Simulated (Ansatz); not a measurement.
## Response of NaI to small distortions

```yaml
crystal:
  lattice:
    - [0.00000, 3.58138, 3.58138]
    - [3.58138, 0.00000, 3.58138]
    - [3.58138, 3.58138, 0.00000]
  atoms:
    - { symbol: Na, position: [0.00000, 0.00000, 0.00000] }
    - { symbol: I, position: [0.25000, 0.25000, 0.25000] }
```

Atoms are numbered in the order listed.

The cell was built from the zincblende type and relaxed in the same program, and has space group F-43m; it needn't be a known or the stable phase.

Spin–orbit coupling is left out, though it moves levels of the heavy atoms by tenths of an eV or more.

Computed with DFT, PBE, all-electron PAW with datasets made for the crystal, scalar-relativistic (Ansatz 0.2.0).

Numerical set-up: a Γ-centred 10×10×10 k mesh, Fermi–Dirac smearing of 0.05 eV, cutoff 260 eV (chosen by the program for this cell), no spin polarisation.

The unchanged cell is at 0.01 GPa, so energy changes include a term −P ΔV where the volume moves.

x, y and z are the Cartesian axes of the cell as listed; fractional coordinates follow a strain, and an engineering shear is twice the off-diagonal strain component.

Vzz stands for the principal value of largest size of the field-gradient tensor, whatever its axis.

No spin–orbit coupling: at heavy atoms the gradients can be off by tens of per cent for that reason.

Problem. With this change (xy engineering shear strain of -2 %), what becomes of the energy and stress and forces and field gradients and gap?

Solution. Energy change under 1 meV/atom; stress change (xx, yy, zz, yz, xz, xy) 0.01, 0.01, 0.01, 0.00, 0.00, 0.17 GPa, compression positive; change of the force on I2 (0.000, 0.000, 0.040) eV/Å; Vzz in 10²¹ V/m²: Na1 0 → 0.06 (η = 1.00), I2 0 → -0.37 (η = 0.93); gap on the k mesh 3.77 → 3.76 eV.

With x and y strained by +1.5 %, z held: energy change +1 meV/atom; stress change (xx, yy, zz, yz, xz, xy) -0.31, -0.31, -0.28, 0.00, 0.00, 0.00 GPa, compression positive; Vzz in 10²¹ V/m²: Na1 0 → 0.03 (η = 0.00), I2 0 → -0.37 (η = 0.00); gap on the k mesh 3.77 → 3.71 eV.

With atom 1 (Na) moved by (0.0300, 0.0000, 0.0000) Å: energy change under 1 meV/atom; stress change (xx, yy, zz, yz, xz, xy) 0.00, 0.00, 0.00, 0.10, 0.00, 0.00 GPa, compression positive; change of the force on Na1 (-0.038, 0.000, 0.000) eV/Å; Vzz in 10²¹ V/m²: Na1 0 → -0.07 (η = 0.96), I2 0 → 0.20 (η = 0.99); gap on the k mesh 3.77 → 3.76 eV.

Problem. What force constant does this one finite step give for Na1 along its displacement (all its periodic images move with it)?

Solution. k = −ΔF·u/|u|² = 1.25 eV/Å², so the force pulls the atom back.
